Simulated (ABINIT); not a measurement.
Crystal: P.

```
P
1.0
     1.64774   -5.46504    0.00000
     1.64774    5.46504    0.00000
     0.00000    0.00000    4.54364
P
4
Direct
  0.90414 0.09586 0.58882
  0.09586 0.90414 0.41118
  0.59586 0.40414 0.08882
  0.40414 0.59586 0.91118
```

```yaml
Program: ABINIT 10.8.3 (patched build)
Task: single point
Functional: PBEsol
Potentials_or_basis: PseudoDojo NC SR PBEsol v0.4.1 standard
Cutoff: 599 eV
k_mesh: 8 × 8 × 6
Occupations: fermi-dirac, width 0.05 eV
Spin: no spin polarisation
```

On this cell: pressure -0.6 GPa; largest force 0.297 eV/Å; band gap on the k mesh 0.01 eV, direct.

The same run follows on a disturbed copy (atoms moved at random, drawn with an rms of 0.05 Å):

```
P
1.0
     1.64774   -5.46504    0.00000
     1.64774    5.46504    0.00000
     0.00000    0.00000    4.54364
P
4
Direct
  0.91262 0.10718 0.59324
  0.09423 0.90635 0.41410
  0.59181 0.40672 0.09350
  0.40068 0.58277 0.90595
```

**Question.** What changes?

**Answer.** The energy moves by +22.7 meV/atom; pressure 1.3 GPa; largest force 1.401 eV/Å; band gap on the k mesh 0.23 eV, direct.

Forces on the atoms (eV/Å):
```
P   -0.736 -0.015 -0.692
P   -0.026 -0.011  0.181
P    0.036 -0.894 -0.257
P    0.727  0.920  0.768
```

Stress tensor (GPa, compression positive):
```
-0.08 -0.13  1.73
-0.13  2.36  0.13
 1.73  0.13  1.64
```

A k mesh can miss the band edges.
